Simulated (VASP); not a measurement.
# Ge (Fd-3m) in VASP: notebook

The runs below take Ge through single point, relaxation of cell and atoms, with PBE.

All numbers are computed with VASP 6.6.1; they aren't measurements. Logs are shortened: lines on timing, memory, paths and dates and some standing lists are left out, and cuts for length are marked.

**Measured values to compare with.**

“Electronic and optical properties of SixGe1-x-ySny alloys lattice-matched to Ge”, 2021, arxiv:2109.02782 reports, for a bulk crystal of Ge: band gap 0.807 eV (direct) at 300 K; band gap 0.666 eV (indirect) at 293 K.

How close the calculation comes is told below.

### Step 1. Starting point

The structure is cubic, space group Fd-3m (No. 227). The conventional cell has a = 5.658 Å, b = 5.658 Å, c = 5.658 Å, α = 90.00°, β = 90.00°, γ = 90.00°. Ge (site symmetry -43m) is surrounded by 4 Ge at 2.45 Å.

### Step 2. Single point, PBE

INCAR reads:

```
SYSTEM = Ge
PREC     = Accurate       ! precision mode
ENCUT    = 520            ! plane-wave cutoff, eV
EDIFF    = 1E-7           ! SCF threshold, eV
ISMEAR   = 0              ! smearing method
SIGMA    = 0.025          ! smearing width, eV
LREAL    = .False.        ! projectors in reciprocal space
LASPH    = .True.         ! aspherical terms in the spheres
NELM     = 100            ! most SCF steps
ALGO     = Normal         ! electronic algorithm
ISIF     = 2              ! what is computed and relaxed
LWAVE    = .False.        ! write WAVECAR
LCHARG   = .False.        ! write CHGCAR
GGA      = PE             ! functional
NBANDS   = 21             ! bands
```

KPOINTS reads:

```
Automatic mesh
0
Gamma
  8 8 8
  0 0 0
```

POSCAR reads:

```
Ge
1.0
    0.0000000000      2.8289100000      2.8289100000
    2.8289100000      0.0000000000      2.8289100000
    2.8289100000      2.8289100000      0.0000000000
Ge
2
Direct
    0.7500000000      0.7500000000      0.7500000000
    0.5000000000      0.5000000000      0.5000000000
```

Potentials or basis: VASP PAW PBE potentials, release 64 (Ge_d).

The run is started by

```
> cat potpaw_PBE.64/Ge_d/POTCAR > POTCAR
> mpirun -np 1 vasp_std > vasp.out
```

OUTCAR:

```text
SYSTEM = Ge
   PREC = Accurate
   ENCUT = 520
   EDIFF = 1E-7
   ISMEAR = 0
   LREAL = .False.
   LASPH = .True.
   NELM = 100
   ISIF = 2
   GGA = PE

 ion  position               nearest neighbor table
   1  0.750  0.750  0.750-   2 2.45   2 2.45   2 2.45   2 2.45
   2  0.500  0.500  0.500-   1 2.45   1 2.45   1 2.45   1 2.45

  LATTYP: Found a face centered cubic cell.
 ALAT       =     5.6578200000

  Lattice vectors:

 A1 = (   0.0000000000,   2.8289100000,   2.8289100000)
 A2 = (   2.8289100000,   0.0000000000,   2.8289100000)
 A3 = (   2.8289100000,   2.8289100000,   0.0000000000)

Analysis of symmetry for initial positions (statically):
=====================================================================
 Subroutine PRICEL returns:
 Original cell was already a primitive cell.

 Routine SETGRP: Setting up the symmetry group for a
 face centered cubic supercell.

 Subroutine GETGRP returns: Found 48 space group operations
 (whereof 24 operations were pure point group operations)
 out of a pool of 48 trial point group operations.

The static configuration has the point symmetry T_d .
 The point group associated with its full space group is O_h .

Analysis of symmetry for dynamics (positions and initial velocities):
=====================================================================
 Subroutine PRICEL returns:
 Original cell was already a primitive cell.

 Routine SETGRP: Setting up the symmetry group for a
 face centered cubic supercell.

 Subroutine GETGRP returns: Found 48 space group operations
 (whereof 24 operations were pure point group operations)
 out of a pool of 48 trial point group operations.

The dynamic configuration has the point symmetry T_d .
 The point group associated with its full space group is O_h .

 Subroutine INISYM returns: Found 48 space group operations
 (whereof 24 operations are pure point group operations),
 and found     1 'primitive' translations

----------------------------------------------------------------------------------------

                                     Primitive cell

  volume of cell :      45.2780

  direct lattice vectors                    reciprocal lattice vectors
     0.000000000  2.828910000  2.828910000    -0.176746521  0.176746521  0.176746521
     2.828910000  0.000000000  2.828910000     0.176746521 -0.176746521  0.176746521
     2.828910000  2.828910000  0.000000000     0.176746521  0.176746521 -0.176746521

  length of vectors
[... 81 lines left out ...]
   NELM   =    100;   NELMIN=  2; NELMDL= -5     # of ELM steps
   EDIFF  = 0.1E-06   stopping-criterion for ELM
   LREAL  =      F    real-space projection
   EDIFFG = 0.1E-05   stopping-criterion for IOM
   NSW    =      0    number of steps for IOM
   IBRION =     -1    ionic relax: 0-MD 1-quasi-New 2-CG
   NFREE  =      0    steps in history (QN), initial steepest desc. (CG)
   ISIF   =      2    stress and relaxation
   ISYM   =      2    0-nonsym 1-usesym 2-fastsym
   POTIM  = 0.5000    time-step for ionic-motion
   TEBEG  =    0.0;   TEEND  =   0.0 temperature during run
   PSTRESS=    0.0 pullay stress
   NELECT =      28.0000    total number of electrons
   NUPDOWN=      -1.0000    fix difference up-down
   EMIN   =  10.00;   EMAX   =-10.00  energy-range for DOS
   EFERMI =   0.00;   METHOD = LEGACY
   ISMEAR =     0;   SIGMA  =   0.03  broadening in eV -4-tet -1-fermi 0-gaus
   EFERMI_NEDOS =   21; number of points for ismear=-14 and -15
   IALGO  =     38    algorithm
   IMIX   =      4    mixing-type and parameters
     AMIX     =   0.40;   BMIX     =  1.00
     AMIX_MAG =   1.60;   BMIX_MAG =  1.00
  volume/ion in A,a.u.               =      22.64       152.78
  Fermi-wavevector in a.u.,A,eV,Ry     =   1.394756  2.635708 26.468033  1.945346
  Thomas-Fermi vector in A             =   2.518275
   LORBIT       =      0    0 simple, 1 ext, 2 COOP (PROOUT), +10 PAW based schemes
   GGA     = PE    functional components
   LHFCALC =     F    Hartree Fock is set to
   AEXX    =    0.0000 exact exchange contribution
   IVDW    =     0    specifies the selected vdW correction
   LEPSILON=     F    determine dielectric tensor
   LRPA    =     F    only Hartree local field effects (RPA)
 non-spin polarized calculation
 Gauss-broadening in eV      SIGMA  =   0.03
  energy-cutoff  :      520.00
  volume of cell :       45.28
 maximum number of plane-waves:      1243
 NGX is ok and might be reduce to    30
   NGX = 15   NGY = 15   NGZ = 15

 number of electron      28.0000022 magnetization

 Free energy of the ion-electron system (eV)
  ---------------------------------------------------
  ext. energy  EPLUGINS =         0.00000000
  ---------------------------------------------------
  free energy    TOTEN  =        -8.99885170 eV

  energy without entropy =       -8.99879541  energy(sigma->0) =       -8.99882356

 E-fermi :   5.0183     XC(G=0):  -9.9229

 val. band max:        4.9945588322   @ k =   0.0000   0.0000   0.0000
 cond. band min:       5.0292163078   @ k =   0.0000   0.0000   0.0000
 fundamental gap:      0.0346574756
 Fermi energy:         5.0183080180

 k-point     1 :       0.0000    0.0000    0.0000
  band No.  band energies     occupation
      1     -19.8207      2.00000
      2     -19.8207      2.00000
      3     -19.8207      2.00000
      4     -19.7846      2.00000
      5     -19.7846      2.00000
      6     -19.5741      2.00000
[... 565 lines left out ...]
     20      15.9593      0.00000
     21      16.4688      0.00000

 [... further k-points ...]

------------------------ aborting loop because EDIFF is reached ----------------------------------------

  FORCE on cell =-STRESS in cart. coord.  units (eV):
  Direction    XX          YY          ZZ          XY          YZ          ZX
  --------------------------------------------------------------------------------------
  -------------------------------------------------------------------------------------
  Total        0.9941307      0.9941307      0.9941307      0.0000000      0.0000000     -0.0000000
  in kB       35.1776386     35.1776386     35.1776386      0.0000000      0.0000000     -0.0000000
  external PRESSURE =      35.1776386 kB  Pullay stress =       0.0000000 kB

 VOLUME and BASIS-vectors are now :
 -----------------------------------------------------------------------------
  energy-cutoff  :      520.00
  volume of cell :       45.28
      direct lattice vectors                 reciprocal lattice vectors
     0.000000000  2.828910000  2.828910000    -0.176746521  0.176746521  0.176746521
     2.828910000  0.000000000  2.828910000     0.176746521 -0.176746521  0.176746521
     2.828910000  2.828910000  0.000000000     0.176746521  0.176746521 -0.176746521

 POSITION                                       TOTAL-FORCE (eV/Angst)
 -----------------------------------------------------------------------------------
      4.24336      4.24336      4.24336         0.000000     -0.000000      0.000000
      2.82891      2.82891      2.82891        -0.000000      0.000000     -0.000000
 -----------------------------------------------------------------------------------
    total drift:                                0.000000     -0.000000     -0.000000

  FREE ENERGIE OF THE ION-ELECTRON SYSTEM (eV)
  ---------------------------------------------------
  free  energy   TOTEN  =        -8.9988516972 eV

  energy  without entropy=       -8.9987954140  energy(sigma->0) =       -8.99882356
```

OSZICAR:

```text
N       E                     dE             d eps       ncg     rms          rms(c)
DAV:   1     0.201081464218E+03    0.20108E+03   -0.14618E+04  1390   0.365E+03
DAV:   2     0.203043562259E+02   -0.18078E+03   -0.17521E+03  1218   0.652E+02
DAV:   3    -0.810918722529E+01   -0.28414E+02   -0.28254E+02  1363   0.147E+02
DAV:   4    -0.907116752120E+01   -0.96198E+00   -0.96136E+00  1403   0.317E+01
DAV:   5    -0.908693733176E+01   -0.15770E-01   -0.15769E-01  1343   0.452E+00    0.321E+00
DAV:   6    -0.902783566317E+01    0.59102E-01   -0.22083E-02  1419   0.144E+00    0.190E+00
DAV:   7    -0.899691877228E+01    0.30917E-01   -0.48273E-02  1360   0.195E+00    0.147E-01
DAV:   8    -0.899862041381E+01   -0.17016E-02   -0.57900E-03  1378   0.903E-01    0.441E-02
DAV:   9    -0.899883497970E+01   -0.21457E-03   -0.25172E-04  1368   0.170E-01    0.141E-02
DAV:  10    -0.899884959633E+01   -0.14617E-04   -0.31343E-05  1391   0.655E-02    0.623E-03
DAV:  11    -0.899885157874E+01   -0.19824E-05   -0.51858E-06  1331   0.311E-02    0.200E-03
DAV:  12    -0.899885170981E+01   -0.13106E-06   -0.22895E-07  1126   0.503E-03    0.555E-04
DAV:  13    -0.899885169725E+01    0.12561E-07   -0.13229E-08   819   0.179E-03
   1 F= -.89988517E+01 E0= -.89988236E+01  d E =-.562833E-04
```

stdout:

```text
POSCAR found type information on POSCAR Ge
 POSCAR found :  1 types and       2 ions
 scaLAPACK will be used
 LDA part: xc-table for (Slater+PW92), standard interpolation
 POSCAR, INCAR and KPOINTS ok, starting setup
 FFT: planning ... GRIDC
 FFT: planning ... GRID_SOFT
 FFT: planning ... GRID
 WAVECAR not read
 entering main loop
```

Wall time 28 s (1 thread of Intel Xeon Platinum 8488C (Sapphire Rapids), shared host); peak memory 0.17 GiB.

Results:

* Free energy: -8.9989 eV
* Pressure: 3.5 GPa
* Band gap on the k mesh: 0.03 eV, direct

Levels at points of the mesh, in eV from the valence-band top:
```csv
k point,band 11,band 12,band 13,band 14,band 15,band 16,band 17,band 18
"(0.00, 0.00, 0.00)",-12.77,0.00,0.00,0.00,0.03,2.55,2.55,2.55
"(0.50, 0.00, 0.00)",-10.68,-7.60,-1.41,-1.41,0.18,3.75,3.75,7.13
"(0.50, 0.50, 0.00)",-8.89,-8.89,-3.07,-3.07,0.75,0.75,9.52,9.52
```

### Step 3. Single point, PBE

INCAR reads:

```
SYSTEM = Ge
PREC = Accurate
ENCUT = 520
EDIFF = 1E-6
ISMEAR = 0
SIGMA = 0.011
LREAL = .FALSE.
LASPH = .TRUE.
NELM = 80
ALGO = Normal
ISIF = 2
LWAVE = .FALSE.
LCHARG = .FALSE.
GGA = PE
NBANDS = 21
```

KPOINTS reads:

```
regular mesh
0
G
  8 8 8
  0 0 0
```

POSCAR is that of step 2.

Potentials or basis: VASP PAW PBE potentials, release 64 (Ge_d).

The run is started by

```
> cat potpaw_PBE.64/Ge_d/POTCAR > POTCAR
> mpirun -np 1 vasp_std > vasp.out
```

It took 33 s on 1 thread of AMD EPYC 7R43 (Zen 3), shared host; peak memory 0.13 GiB.

The run converged. Its results:

| Quantity | Value |
| --- | --- |
| Free energy | -8.9988 eV |
| Pressure | 3.5 GPa |
| Band gap on the k mesh | 0.03 eV, direct |

Levels at points of the mesh, in eV from the valence-band top:
```csv
k point,band 10,band 11,band 12,band 13,band 14,band 15,band 16,band 17,band 18,band 19
"(0.00, 0.00, 0.00)",-24.56,-12.77,0.00,0.00,0.00,0.03,2.55,2.55,2.55,6.43
"(0.50, 0.00, 0.00)",-24.53,-10.68,-7.60,-1.41,-1.41,0.18,3.75,3.75,7.13,10.57
"(0.50, 0.50, 0.00)",-24.51,-8.89,-8.89,-3.07,-3.07,0.75,0.75,9.52,9.52,11.61
```

### Step 4. Relaxation of cell and atoms, PBE

INCAR reads:

```
ALGO = Normal
EDIFF = 1E-6
EDIFFG = -0.02
ENCUT = 600
GGA = PE
IBRION = 2
ISIF = 3
ISMEAR = -1
LASPH = T
LCHARG = F
LREAL = F
LWAVE = F
NELM = 60
NSW = 60
PREC = Accurate
SIGMA = 0.05
```

KPOINTS reads:

```
k-points
0
Gamma
  8 8 8
```

POSCAR is that of step 3.

The run is started by

```
> cat potpaw_PBE.64/Ge_d/POTCAR > POTCAR
> mpirun -np 1 vasp_std > vasp.out
```

Run time: 1.8 min. Hardware: 1 thread of AMD EPYC 7R43 (Zen 3), shared host; peak memory 0.15 GiB.

It converged, with:

```
Free energy                            : -9.0266 eV
Relaxed volume                         : 23.85 Å³/atom
Relaxed cell                           : a = 4.071 Å, b = 4.071 Å, c = 4.071 Å, α = 60.00°, β = 60.00°, γ = 60.00°
Space group after relaxing (to 0.05 Å) : Fd-3m (No. 227)
Energy gained by relaxing              : 13.6 meV/atom
Ionic steps                            : 5
Pressure after relaxing                : 0.0 GPa
Band gap on the k mesh                 : none (metal or under the smearing width)
```

Step by step:
| step | energy change (eV) | largest force (eV/Å) | pressure (GPa) | volume (Å³) |
| --- | --- | --- | --- | --- |
| 1 | 0.0000 | 0.0000 | 3.56 | 45.28 |
| 2 | -0.0246 | 0.0000 | -1.11 | 48.66 |
| 3 | -0.0273 | 0.0000 | -0.26 | 47.80 |
| 4 | -0.0271 | 0.0000 | 0.23 | 47.62 |
| 5 | -0.0272 | 0.0000 | 0.02 | 47.71 |

Final structure:
```cif
data_structure
_symmetry_space_group_name_H-M 'P 1'
_symmetry_Int_Tables_number 1
_cell_length_a 4.0710
_cell_length_b 4.0710
_cell_length_c 4.0710
_cell_angle_alpha 60.000
_cell_angle_beta 60.000
_cell_angle_gamma 60.000
_cell_volume 47.71
loop_
_atom_site_label
_atom_site_type_symbol
_atom_site_fract_x
_atom_site_fract_y
_atom_site_fract_z
_atom_site_occupancy
Ge1 Ge 0.75000 0.75000 0.75000 1
Ge2 Ge 0.50000 0.50000 0.50000 1
```

Levels at points of the mesh, in eV from the Fermi level:
| k point | band 11 | band 12 | band 13 | band 14 | band 15 | band 16 | band 17 | band 18 |
| --- | --- | --- | --- | --- | --- | --- | --- | --- |
| (0.00, 0.00, 0.00) | -12.35 | -0.40 | 0.03 | 0.03 | 0.03 | 2.56 | 2.56 | 2.56 |
| (0.50, 0.00, 0.00) | -10.39 | -7.33 | -1.29 | -1.29 | 0.06 | 3.75 | 3.75 | 7.13 |
| (0.50, 0.50, 0.00) | -8.66 | -8.66 | -2.86 | -2.86 | 0.85 | 0.85 | 9.12 | 9.12 |

Caveat: this crystal is a semiconductor, whose small gap the functional closes, so the metal is an error of the method.

### Step 5. The runs side by side

```tsv
task	cell	cutoff (eV)	smearing	gap on the mesh (eV)	pressure (GPa)
single point	as given	520	gaussian 0.025 eV	0.03	3.5
single point	as given	520	gaussian 0.011 eV	0.03	3.5
relaxation of cell and atoms	relaxed	600	fermi-dirac 0.05 eV	none	0.0
```

Alike in all rows: level PBE; potentials or basis VASP PAW PBE potentials, release 64 (Ge_d); no spin polarisation; k mesh 8 × 8 × 8.

Caveats: this crystal is a semiconductor, whose small gap the functional closes, so the metal is an error of the method (some runs).

Absolute energies hang on the potentials; compare differences alone.

### Step 6. Comparison with measurements

Step 2. Measured gap of Ge: 0.807 eV (direct; 300 K; “Electronic and optical properties of SixGe1-x-ySny alloys lattice-matched to Ge”, 2021, arxiv:2109.02782). This calculation gives 0.03 eV (-0.77 eV). 3 values of this kind are on record (0.666 to 0.807 eV); this one was drawn at random among those near their median. Spin-orbit coupling on Ge is left out. The value is that of PBE on a finite k mesh, which can miss the band edges, without temperature or zero-point motion. Semilocal functionals fall short of measured gaps as a rule.

Step 3. A measured gap of Ge is 0.666 eV (indirect; 293 K; “Electronic and optical properties of SixGe1-x-ySny alloys lattice-matched to Ge”, 2021, arxiv:2109.02782); the calculated 0.03 eV misses it by -0.63 eV. 3 values of this kind are on record (0.666 to 0.807 eV); this one was drawn at random among those near their median. Spin-orbit coupling on Ge is left out. The value is that of PBE on a finite k mesh, which can miss the band edges, without temperature or zero-point motion. Semilocal functionals fall short of measured gaps as a rule.

Step 4. The cell as given is a measured one (22.64 Å³/atom); PBE puts the equilibrium volume +5.4 % from it, thermal expansion not counted.
